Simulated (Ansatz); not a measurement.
A distorted cell of RuO₂ (rutile):

```yaml
crystal:
  lattice:
    - [4.52339, 0.00000, 0.00000]
    - [0.00000, 4.52339, 0.00000]
    - [0.00000, 0.00000, 3.11902]
  atoms:
    - { symbol: Ru, position: [0.49004, 0.49004, 0.48556] }
    - { symbol: Ru, position: [0.00000, 0.00000, 0.00000] }
    - { symbol: O, position: [0.80567, 0.80567, 0.50000] }
    - { symbol: O, position: [0.30567, 0.69433, 0.00000] }
    - { symbol: O, position: [0.69433, 0.30567, 0.00000] }
    - { symbol: O, position: [0.19433, 0.19433, 0.50000] }
```

Computed with PBE (plane waves to 420 eV, PAW, scalar-relativistic; Ansatz, an electronic-structure program). k mesh 8×8×12 (Γ-centred), Fermi-Dirac smearing 0.05 eV. The energy includes the smearing's −TS. Compression counts positive. With partly filled bands, energies and forces of such displacements shift with the k mesh and the smearing. RuO2 is run without spin polarisation and with no Hubbard U. RuO2 was relaxed with its symmetry unable to fall.

Question: Predict the force on every atom, in eV/Å.

Answer: 
```json
[
 {"atom": "Ru1", "Fx": "1.063", "Fy": "1.063", "Fz": "1.004"},
 {"atom": "Ru2", "Fx": "-0.195", "Fy": "-0.195", "Fz": "0.115"},
 {"atom": "O3", "Fx": "-0.176", "Fy": "-0.176", "Fz": "-0.112"},
 {"atom": "O4", "Fx": "-0.206", "Fy": "-0.171", "Fz": "-0.454"},
 {"atom": "O5", "Fx": "-0.171", "Fy": "-0.206", "Fz": "-0.454"},
 {"atom": "O6", "Fx": "-0.315", "Fy": "-0.315", "Fz": "-0.099"}
]
```

Question: Give the stress tensor in GPa and the pressure.

Answer: 
```
    0.8      0.4     -0.1
    0.4      0.8     -0.1
   -0.1     -0.1      0.3
```
The pressure, a third of the trace, is 0.6 GPa.

Question: In it atom 1 sits (-0.045, -0.045, -0.045) Å away from its relaxed site. What is its energy relative to the relaxed cell?

Answer: 70 meV/cell.

(A displaced cell: forces are minus the slopes of the energy, force constants its curvatures, and phonons follow from these.)
